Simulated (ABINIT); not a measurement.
Here is an ABINIT 10.8.3 (patched build) calculation.

Contents of run.abi:

```
# Pseudopotentials
pp_dirpath "./"
pseudos "Pb.upf, Se.upf"

# Structure
acell 3*1.0
rprim
     0.0000000000     5.7837902633     5.7837902633
     5.7837902633     0.0000000000     5.7837902633
     5.7837902633     5.7837902633     0.0000000000
ntypat 2
znucl 82 34
natom 2
typat 1 2
xred
     0.0000000000     0.0000000000     0.0000000000
     0.5000000000     0.5000000000     0.5000000000

# Plane-wave basis
ecut 39.0

# k points
kptopt 1
ngkpt 6 6 6
nshiftk 1
shiftk 0.0 0.0 0.0

# Exchange and correlation
ixc 11

# Bands and occupations
nband 38
occopt 3
tsmear 0.00183747

# Spin
nspinor 2
nspden 1
so_psp 2*1

# SCF cycle
nstep 100
tolvrs 1.0e-10

# Output
iomode 3
prtwf 0
prteig 0
prtebands 0
enunit 1
prtvol 2
prtden 1
prtvha 1
prtvclmb 1
prtpot 1
```

Potentials or basis: PseudoDojo NC FR PBE v0.4 standard.

Command:

```bash
$ abinit run.abi > log 2>&1
```

Problem. Estimate the pressure.

Solution. 1.6 GPa.

Problem. What does it give for the band gap on the k mesh?

Solution. 0.19 eV, direct.

**What was measured.**

A printed reference work, monograph reports, for a bulk crystal of PbSe at 4.2 K: band gap 0.15 eV (direct).

A measured gap of PbSe is 0.15 eV (direct; 4.2 K; a printed reference work, monograph); the calculated 0.19 eV misses it by +0.04 eV. 2 values of this kind are on record (0.15 to 0.28 eV); this one was drawn at random. The value is that of PBE on a finite k mesh, which can miss the band edges, without temperature or zero-point motion.
